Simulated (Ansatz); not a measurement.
# Carbon, diamond under revPBE: from relaxation to bulk modulus, part 2 of 2

What does revPBE give for carbon in the diamond structure? We relax it, solve it on a dense k-mesh, then scale the cell to 7 volumes from 88 to 112 % of the relaxed one and try a fit of the equation of state. Spin polarisation is left out. The k-meshes are 8×8×8 for the relaxation; 14×14×14 for the dense run; 13×13×13 for the volumes. The starting cell is the deposited one, from the Crystallography Open Database.

Ansatz 0.2.0; DFT, revPBE, plane waves (420 eV) with PAW, scalar-relativistic.

## Step 4: Volume × 0.88

Contents of input.yaml:

```yaml
crystal:
  lattice:
    - [0.0, 1.7174547597, 1.7174547597]
    - [1.7174547597, 0.0, 1.7174547597]
    - [1.7174547597, 1.7174547597, 0.0]
  atoms:
    - { symbol: C, position: [0.5, 0.5, 0.5] }
    - { symbol: C, position: [0.75, 0.75, 0.75] }
hamiltonian:
  xc: revpbe
  pseudopotentials:
    kind: paw
    azcp:
      C: "pseudopotentials/C.paw.azcp"
basis:
  ecutwfc: 420
  fft_grid_basis: typed
kpoints:
  mp_grid: { grid: [13, 13, 13], shift: [0, 0, 0] }
magnetization:
  spin_polarized: false
scf:
  occupations: { method: fermi_dirac, width: 0.05 }
  lower_state_search: "off"
output:
  stress: true
```

The program printed (excerpt; [...] marks lines left out):

```text
Warning: RAYON_NUM_THREADS=2 ignored (pool sized by the plan → 2); use --threads N
[...]
Pseudopotentials: kind: paw
Pseudopotential: C, paw, valence charge 4, recommended cutoff 420 eV (normal), <dir>
Functional definition: revPBE
[...]
Crystal: 2 atoms, lattice volume = 10.132 Å³
Basis set: ecut = 420 eV, 181 PW (Γ)
Bands: 8, of which v1, the nominal top of the filled ones, is band 4 counted from 1 (3 counted from 0)
Symmetry: 48 space group operations
Space group: Fd-3m (ITA 227), of the structure as read, at distance tolerance 2.2e-5 Å
k-points: 84 of 2197
[...]
SCF iter   1: F=—  HF=-503.151547 eV  |F-HF|=—  |Δ(HF+E_count)|=         —  Δρ=7.40e-3  dr2=2.57e-3  ethr=1.77e-3  ⟨swp⟩=4.7  Hψ=4355  notcnv=0
[...]
SCF iter   6: F=-503.151092 eV  HF=-503.151092 eV  |F-HF|=0.00e0  |Δ(HF+E_count)|=  9.65e-11  Δρ=7.49e-8  dr2=2.84e-13  ethr=5.33e-12  ⟨swp⟩=1.0  Hψ=2016  notcnv=0
[...]
SCF converged after 6 iterations
Free energy (F): -503.151092 eV
[...]
E sigma→0 (E₀):  -503.151092 eV
Fermi energy:    17.716495 eV
[...]
--- Stress (GPa, compression-positive) ---
       68.178040      -0.000000       0.000000
       -0.000000      68.178040       0.000000
        0.000000      -0.000000      68.178040
  P = ⅓ Tr σ = 68.1780 GPa (681.780 kbar)
```

Wall time 0.44 s (2 threads of Arm Neoverse V1, shared host); peak memory 0.24 GiB.

## Step 5: Volume × 0.92

Changes to input.yaml since step 4:

```diff
@@ -2,5 +2,5 @@
   lattice:
-    - [0.0, 1.7174547597, 1.7174547597]
-    - [1.7174547597, 0.0, 1.7174547597]
-    - [1.7174547597, 1.7174547597, 0.0]
+    - [0.0, 1.7430921926, 1.7430921926]
+    - [1.7430921926, 0.0, 1.7430921926]
+    - [1.7430921926, 1.7430921926, 0.0]
   atoms:
```

The program printed (excerpt; [...] marks lines left out):

```text
Warning: RAYON_NUM_THREADS=2 ignored (pool sized by the plan → 2); use --threads N
[...]
[... 3 set-up lines as earlier in the session ...]
[...]
Crystal: 2 atoms, lattice volume = 10.592 Å³
Basis set: ecut = 420 eV, 181 PW (Γ)
Bands: 8, of which v1, the nominal top of the filled ones, is band 4 counted from 1 (3 counted from 0)
[... 2 set-up lines as earlier in the session ...]
k-points: 84 of 2197
[...]
SCF iter   1: F=—  HF=-503.306710 eV  |F-HF|=—  |Δ(HF+E_count)|=         —  Δρ=5.09e-3  dr2=1.07e-3  ethr=1.77e-3  ⟨swp⟩=4.6  Hψ=4354  notcnv=0
[...]
SCF iter   6: F=-503.306771 eV  HF=-503.306771 eV  |F-HF|=1.14e-13  |Δ(HF+E_count)|=  1.17e-10  Δρ=8.05e-8  dr2=2.50e-13  ethr=1.22e-12  ⟨swp⟩=1.0  Hψ=1977  notcnv=0
[...]
SCF converged after 6 iterations
Free energy (F): -503.306771 eV
[...]
E sigma→0 (E₀):  -503.306771 eV
Fermi energy:    16.805888 eV
[...]
--- Stress (GPa, compression-positive) ---
       41.002251      -0.000000      -0.000000
        0.000000      41.002251      -0.000000
        0.000000      -0.000000      41.002251
  P = ⅓ Tr σ = 41.0023 GPa (410.023 kbar)
```

Wall time 0.45 s (2 threads of Arm Neoverse V1, shared host); peak memory 0.24 GiB.

## Step 6: Volume × 0.96

Changes to input.yaml since step 5:

```diff
@@ -2,5 +2,5 @@
   lattice:
-    - [0.0, 1.7430921926, 1.7430921926]
-    - [1.7430921926, 0.0, 1.7430921926]
-    - [1.7430921926, 1.7430921926, 0.0]
+    - [0.0, 1.7679968744, 1.7679968744]
+    - [1.7679968744, 0.0, 1.7679968744]
+    - [1.7679968744, 1.7679968744, 0.0]
   atoms:
```

The program printed (excerpt; [...] marks lines left out):

```text
Warning: RAYON_NUM_THREADS=2 ignored (pool sized by the plan → 2); use --threads N
[...]
[... 3 set-up lines as earlier in the session ...]
[...]
Crystal: 2 atoms, lattice volume = 11.053 Å³
Basis set: ecut = 420 eV, 181 PW (Γ)
Bands: 8, of which v1, the nominal top of the filled ones, is band 4 counted from 1 (3 counted from 0)
[... 2 set-up lines as earlier in the session ...]
k-points: 84 of 2197
[...]
SCF iter   1: F=—  HF=-503.391168 eV  |F-HF|=—  |Δ(HF+E_count)|=         —  Δρ=3.58e-3  dr2=3.76e-4  ethr=1.77e-3  ⟨swp⟩=4.6  Hψ=4332  notcnv=0
[...]
SCF iter   6: F=-503.391391 eV  HF=-503.391391 eV  |F-HF|=7.39e-13  |Δ(HF+E_count)|=  3.73e-11  Δρ=6.07e-8  dr2=1.75e-13  ethr=1.00e-12  ⟨swp⟩=1.0  Hψ=1899  notcnv=0
[...]
SCF converged after 6 iterations
Free energy (F): -503.391391 eV
[...]
E sigma→0 (E₀):  -503.391391 eV
Fermi energy:    15.963412 eV
[...]
--- Stress (GPa, compression-positive) ---
       18.555297      -0.000000      -0.000000
        0.000000      18.555297       0.000000
       -0.000000      -0.000000      18.555297
  P = ⅓ Tr σ = 18.5553 GPa (185.553 kbar)
```

Wall time 0.46 s (2 threads of Arm Neoverse V1, shared host); peak memory 0.24 GiB.

## Step 7: Volume × 1.0

Changes to input.yaml since step 6:

```diff
@@ -2,5 +2,5 @@
   lattice:
-    - [0.0, 1.7679968744, 1.7679968744]
-    - [1.7679968744, 0.0, 1.7679968744]
-    - [1.7679968744, 1.7679968744, 0.0]
+    - [0.0, 1.7922190196, 1.7922190196]
+    - [1.7922190196, 0.0, 1.7922190196]
+    - [1.7922190196, 1.7922190196, 0.0]
   atoms:
```

The program printed (excerpt; [...] marks lines left out):

```text
Warning: RAYON_NUM_THREADS=2 ignored (pool sized by the plan → 2); use --threads N
[...]
[... 3 set-up lines as earlier in the session ...]
[...]
Crystal: 2 atoms, lattice volume = 11.513 Å³
Basis set: ecut = 420 eV, 229 PW (Γ)
Bands: 8, of which v1, the nominal top of the filled ones, is band 4 counted from 1 (3 counted from 0)
[... 2 set-up lines as earlier in the session ...]
k-points: 84 of 2197
[...]
SCF iter   1: F=—  HF=-503.416953 eV  |F-HF|=—  |Δ(HF+E_count)|=         —  Δρ=3.12e-3  dr2=2.55e-4  ethr=1.77e-3  ⟨swp⟩=4.7  Hψ=4336  notcnv=0
[...]
SCF iter   6: F=-503.417189 eV  HF=-503.417189 eV  |F-HF|=4.95e-11  |Δ(HF+E_count)|=   1.24e-9  Δρ=1.43e-6  dr2=1.31e-10  ethr=5.30e-11  ⟨swp⟩=1.2  Hψ=2016  notcnv=0
[...]
SCF converged after 6 iterations
Free energy (F): -503.417189 eV
[...]
E sigma→0 (E₀):  -503.417189 eV
Fermi energy:    15.178901 eV
[...]
--- Stress (GPa, compression-positive) ---
       -0.012837       0.000000      -0.000000
       -0.000000      -0.012837       0.000000
       -0.000000      -0.000000      -0.012837
  P = ⅓ Tr σ = -0.0128 GPa (-0.128 kbar)
```

Run time: 0.46 s. Hardware: 2 threads of Arm Neoverse V1, shared host; peak memory 0.24 GiB.

## Step 8: Volume × 1.04

Changes to input.yaml since step 7:

```diff
@@ -2,5 +2,5 @@
   lattice:
-    - [0.0, 1.7922190196, 1.7922190196]
-    - [1.7922190196, 0.0, 1.7922190196]
-    - [1.7922190196, 1.7922190196, 0.0]
+    - [0.0, 1.8158035534, 1.8158035534]
+    - [1.8158035534, 0.0, 1.8158035534]
+    - [1.8158035534, 1.8158035534, 0.0]
   atoms:
```

The program printed (excerpt; [...] marks lines left out):

```text
Warning: RAYON_NUM_THREADS=2 ignored (pool sized by the plan → 2); use --threads N
[...]
[... 3 set-up lines as earlier in the session ...]
[...]
Crystal: 2 atoms, lattice volume = 11.974 Å³
Basis set: ecut = 420 eV, 259 PW (Γ)
Bands: 8, of which v1, the nominal top of the filled ones, is band 4 counted from 1 (3 counted from 0)
[... 2 set-up lines as earlier in the session ...]
k-points: 84 of 2197
[...]
SCF iter   1: F=—  HF=-503.394187 eV  |F-HF|=—  |Δ(HF+E_count)|=         —  Δρ=3.31e-3  dr2=3.92e-4  ethr=1.77e-3  ⟨swp⟩=4.7  Hψ=4318  notcnv=0
[...]
SCF iter   6: F=-503.394326 eV  HF=-503.394326 eV  |F-HF|=6.26e-11  |Δ(HF+E_count)|=  8.17e-10  Δρ=1.62e-6  dr2=2.07e-10  ethr=7.04e-11  ⟨swp⟩=1.2  Hψ=2016  notcnv=0
[...]
SCF converged after 6 iterations
Free energy (F): -503.394326 eV
[...]
E sigma→0 (E₀):  -503.394326 eV
Fermi energy:    14.446950 eV
[...]
--- Stress (GPa, compression-positive) ---
      -15.387727       0.000000      -0.000000
       -0.000000     -15.387727      -0.000000
       -0.000000      -0.000000     -15.387727
  P = ⅓ Tr σ = -15.3877 GPa (-153.877 kbar)
```

Wall time 0.46 s (2 threads of Arm Neoverse V1, shared host); peak memory 0.24 GiB.

## Step 9: Volume × 1.08

Changes to input.yaml since step 8:

```diff
@@ -2,5 +2,5 @@
   lattice:
-    - [0.0, 1.8158035534, 1.8158035534]
-    - [1.8158035534, 0.0, 1.8158035534]
-    - [1.8158035534, 1.8158035534, 0.0]
+    - [0.0, 1.8387908488, 1.8387908488]
+    - [1.8387908488, 0.0, 1.8387908488]
+    - [1.8387908488, 1.8387908488, 0.0]
   atoms:
@@ -26 +26,5 @@
   stress: true
+  write_density: true
+  write_potential: true
+  elf: true
+  volumetric_format: npy
```

The program printed (excerpt; [...] marks lines left out):

```text
Warning: RAYON_NUM_THREADS=2 ignored (pool sized by the plan → 2); use --threads N
[...]
[... 3 set-up lines as earlier in the session ...]
[...]
Crystal: 2 atoms, lattice volume = 12.434 Å³
Basis set: ecut = 420 eV, 259 PW (Γ)
Bands: 8, of which v1, the nominal top of the filled ones, is band 4 counted from 1 (3 counted from 0)
[... 2 set-up lines as earlier in the session ...]
k-points: 84 of 2197
[...]
SCF iter   1: F=—  HF=-503.331217 eV  |F-HF|=—  |Δ(HF+E_count)|=         —  Δρ=3.62e-3  dr2=5.77e-4  ethr=1.77e-3  ⟨swp⟩=4.6  Hψ=4309  notcnv=0
[...]
SCF iter   6: F=-503.331304 eV  HF=-503.331304 eV  |F-HF|=3.55e-11  |Δ(HF+E_count)|=  4.31e-10  Δρ=1.26e-6  dr2=1.59e-10  ethr=5.58e-11  ⟨swp⟩=4.0  Hψ=2918  notcnv=0
[...]
SCF converged after 6 iterations
Free energy (F): -503.331304 eV
[...]
E sigma→0 (E₀):  -503.331304 eV
Fermi energy:    13.765415 eV
[...]
--- Stress (GPa, compression-positive) ---
      -28.105281       0.000000       0.000000
       -0.000000     -28.105281       0.000000
        0.000000       0.000000     -28.105281
  P = ⅓ Tr σ = -28.1053 GPa (-281.053 kbar)
--- Band table (eV; the first three rows and the last of 84) ---
  k-point 0: bands = ["-8.5298", "11.8089", "11.8089", "11.8089", "17.1622", "17.1622", "17.1622", "23.0177"]
[...]
```

Wall time 0.59 s (2 threads of Arm Neoverse V1, shared host); peak memory 0.25 GiB.

Axes a, b and c in the maps are those of this run's conventional cell (a, b, c = 3.678, 3.678, 3.678 Å).

Density in a lattice plane of the grid's cell (edges 3.68 and 3.68 Å, at 0.000 of the third edge), which holds C.

Ten even steps from '0' (0.07 e/Å³) to '9' (1.74 e/Å³):
```
000001235799999753210000
000011235689998653211000
000111234566766543211100
111112223344444332221111
222222222222222222222222
444332221111111112223344
766543211100000111234566
998653211000000011235689
999753210000000001235799
999864210000000001246899
999753210000000001235799
998653211000000011235689
766543211100000111234566
444332221111111112223344
222222222222222222222222
111112223344444332221111
000111234566766543211100
000011235689998653211000
000001235799999753210000
000001246899999864210000
```
Columns run along the first of these edges and rows up along the second, over one cell in 24 and 20 even steps from the bottom left corner. Atoms in the plane (fractional): C at (0.00, 0.50), C at (0.50, 0.00).

ELF in the same plane.

Ten even steps from '0' (0.01) to '9' (0.76):
```
000023688752025788632000
000124689986568998642100
111234689998889998643211
333445678988889987654433
666666666666666666666666
888987654433333445678988
889998643211111234689998
568998642100000124689986
025788632000000023688752
003687631000000013678630
025788632000000023688752
568998642100000124689986
889998643211111234689998
889987654433333445678988
666666666666666666666666
333445678988888987654433
111234689998889998643211
000124689986568998642100
000023688752025788632000
000013678630003687631000
```
Columns run along the first of these edges and rows up along the second, over one cell in 24 and 20 even steps from the bottom left corner. Atoms in the plane (fractional): C at (0.00, 0.50), C at (0.50, 0.00).

Both are smooth fields of the valence electrons: close to the nuclei they are not physical.

Outside the cores ELF peaks at 0.93 on the C–C line, 0.8 Å from C.

## Step 10: Volume × 1.12

Changes to input.yaml since step 9:

```diff
@@ -2,5 +2,5 @@
   lattice:
-    - [0.0, 1.8387908488, 1.8387908488]
-    - [1.8387908488, 0.0, 1.8387908488]
-    - [1.8387908488, 1.8387908488, 0.0]
+    - [0.0, 1.8612173377, 1.8612173377]
+    - [1.8612173377, 0.0, 1.8612173377]
+    - [1.8612173377, 1.8612173377, 0.0]
   atoms:
@@ -26,5 +26 @@
   stress: true
-  write_density: true
-  write_potential: true
-  elf: true
-  volumetric_format: npy
```

The program printed (excerpt; [...] marks lines left out):

```text
Warning: RAYON_NUM_THREADS=2 ignored (pool sized by the plan → 2); use --threads N
[...]
[... 3 set-up lines as earlier in the session ...]
[...]
Crystal: 2 atoms, lattice volume = 12.895 Å³
Basis set: ecut = 420 eV, 259 PW (Γ)
Bands: 8, of which v1, the nominal top of the filled ones, is band 4 counted from 1 (3 counted from 0)
[... 2 set-up lines as earlier in the session ...]
k-points: 84 of 2197
[...]
SCF iter   1: F=—  HF=-503.234781 eV  |F-HF|=—  |Δ(HF+E_count)|=         —  Δρ=3.88e-3  dr2=7.35e-4  ethr=1.77e-3  ⟨swp⟩=4.6  Hψ=4271  notcnv=0
[...]
SCF iter   6: F=-503.234847 eV  HF=-503.234847 eV  |F-HF|=4.31e-11  |Δ(HF+E_count)|=  7.23e-10  Δρ=1.27e-6  dr2=1.72e-10  ethr=6.99e-11  ⟨swp⟩=1.1  Hψ=2016  notcnv=0
[...]
SCF converged after 6 iterations
Free energy (F): -503.234847 eV
[...]
E sigma→0 (E₀):  -503.234847 eV
Fermi energy:    13.127584 eV
[...]
--- Stress (GPa, compression-positive) ---
      -38.614315      -0.000000       0.000000
       -0.000000     -38.614315       0.000000
        0.000000      -0.000000     -38.614315
  P = ⅓ Tr σ = -38.6143 GPa (-386.143 kbar)
```

Wall time 0.46 s (2 threads of Arm Neoverse V1, shared host); peak memory 0.24 GiB.

## Step 11: The equation of state

The cell was scaled evenly, with its shape and the fractional positions fixed.

```tsv
V (Å³/atom)	E − E₀ (meV/atom)	P from the stress (GPa)	P from the fit (GPa)	gap on the mesh (eV)
5.066	133.0	68.18	68.24	4.39
5.296	55.2	41.00	41.00	4.29
5.526	12.9	18.56	18.55	4.20
5.757	0.0	-0.01	-0.01	4.11
5.987	11.4	-15.39	-15.37	4.04
6.217	42.9	-28.11	-28.11	3.96
6.447	91.2	-38.61	-38.68	3.89
```

A third-order Birch-Murnaghan fit gives V₀ = 5.757 Å³/atom, B₀ = 421 GPa and B₀′ = 3.7; it misses no point by more than 0.02 meV/atom.

## Step 12: Results

This closing draws on all 2 parts.

```
                      quantity                        value
space group (spins left aside)              Fd-3m (No. 227)
             conventional cell                  a = 3.584 Å
                        volume                5.757 Å³/atom
             shortest distance                      1.552 Å
   against the measured volume       +1.5 % (5.672 Å³/atom)
               gap on the mesh                      4.10 eV
          relative to graphite                +192 meV/atom
                   V₀, B₀, B₀′  5.757 Å³/atom, 421 GPa, 3.7
```

In words: revPBE puts the volume 1.5 % above the deposited one. Zero-point motion and any thermal expansion in the deposited cell, which the calculation lacks, would widen the miss. Against the reference form of carbon (graphite, computed apart with the same settings) it stands 192 meV/atom higher. It has a gap of 4.10 eV on the mesh. A gap read on the mesh alone is an upper bound to the gap of this level of theory. The fitted modulus is 421 GPa, among the stiffest elements. The symmetry was held, so the structure may be unstable against distortions that break it.

The gaps are Kohn-Sham values of a semilocal functional, not quasiparticle or optical gaps. Such gaps usually fall short of the measured ones.
